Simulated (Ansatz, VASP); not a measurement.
Fe in VASP and in Ansatz

File INCAR:

```
SYSTEM = Fe
ALGO = Normal ; EDIFF = 1E-6
ENCUT = 520 ; GGA = PE
ISIF = 2 ; ISMEAR = -1
ISPIN = 2 ; LASPH = .True.
LCHARG = .False. ; LMAXMIX = 4
LORBIT = 11 ; LREAL = .False.
LWAVE = .False. ; MAGMOM = 3
NBANDS = 14 ; NELM = 150
PREC = Accurate ; SIGMA = 0.05
```

Contents of KPOINTS:

```
k-points
0
Gamma
  10 10 10
  0 0 0
```

Contents of POSCAR:

```
Fe
1.0
   -1.4430000000      1.4430000000      1.3852800000
    1.4430000000     -1.4430000000      1.3852800000
    1.4430000000      1.4430000000     -1.3852800000
Fe
1
Direct
    0.0000000000      0.0000000000      0.0000000000
```

The input input.yaml:

```yaml
crystal:
  lattice:
    - [-1.443, 1.443, 1.38528]
    - [1.443, -1.443, 1.38528]
    - [1.443, 1.443, -1.38528]
  atoms:
    - { symbol: Fe, position: [0.0, 0.0, 0.0], spin: 3.0 }
hamiltonian:
  xc: pbe
  pseudopotentials: { kind: paw }
magnetization:
  spin_polarized: true
kpoints:
  mp_grid: { grid: [10, 10, 10] }
scf:
  occupations: { method: fermi_dirac, width: 0.05 }
output:
  forces: true
  stress: true
  eigenvalues: true
```

Change from the starting cell: strain = -0.04.

Alike in both runs: task single point; functional PBE; k mesh 10 × 10 × 10; occupations fermi-dirac, width 0.05 eV; collinear spin, ferromagnetic start.

|  | VASP | Ansatz |
| --- | --- | --- |
| version | VASP 6.6.1 | Ansatz 0.2.0 |
| potentials or method | VASP PAW PBE potentials, release 64 (Fe) | Ansatz PAW |
| plane-wave cutoff (eV) | 520 | 420 |
| valence electrons in the cell | 8 | 16 |

```tsv
	VASP	Ansatz	Ansatz less VASP
gap on the k mesh at the Fermi level (eV)	none	none	-
pressure (GPa)	-4.2	-3.8	+0.33
largest component of the traceless stress (GPa)	4.61	4.71	+0.105
net moment per atom (μB)	2.15	2.14	-0.010
size of the moment on the site where the two differ most (μB)	2.16	2.20	+0.043
```

Site moments also hang on the region over which each program counts them. A gap of «none» marks a metal or a gap that the smearing closes. With one functional, cell and mesh, what is left measures potentials, basis and numerics. The two sets of potentials don't hold the same shells in valence.
